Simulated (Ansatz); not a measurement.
Crystal: C, fcc type, 1 atom in the cell.

The calculation used Ansatz, PBE, plane waves, PAW datasets (generated soft set 1).

Cutoff 420 eV; k-mesh 61×61×61 Γ-centred; Fermi–Dirac smearing of 0.0612 eV; no spin polarisation.

```csv
V (Å³/atom),a (Å),E − E(min) (meV/atom),P (GPa)
6.876,3.0186,13.96,10.55
7.022,3.0398,6.10,6.74
7.169,3.0608,1.54,3.29
7.315,3.0815,0.00,0.14
7.461,3.1019,1.21,-2.74
7.608,3.1220,4.93,-5.36
7.754,3.1419,10.93,-7.76
```

Q: Fit a third-order Birch–Murnaghan equation of state to the energies.

A: V₀ = 7.322 Å³/atom (a₀ = 3.082 Å), B₀ = 150 GPa, B₀′ = 3.62.

The published all-electron PBE values for this crystal (mean of FLEUR and WIEN2k, k-spacing 0.06 Å⁻¹; Bosoni et al., Nat. Rev. Phys. 6, 45 (2024)) are V₀ = 7.322 Å³/atom, B₀ = 150.0 GPa, B₀′ = 3.59.

The stress includes the program's correction for the finite plane-wave basis.

This cubic structure is a model: it isn't the usual form of the substance at ambient conditions, and such phases are metastable or hypothetical.
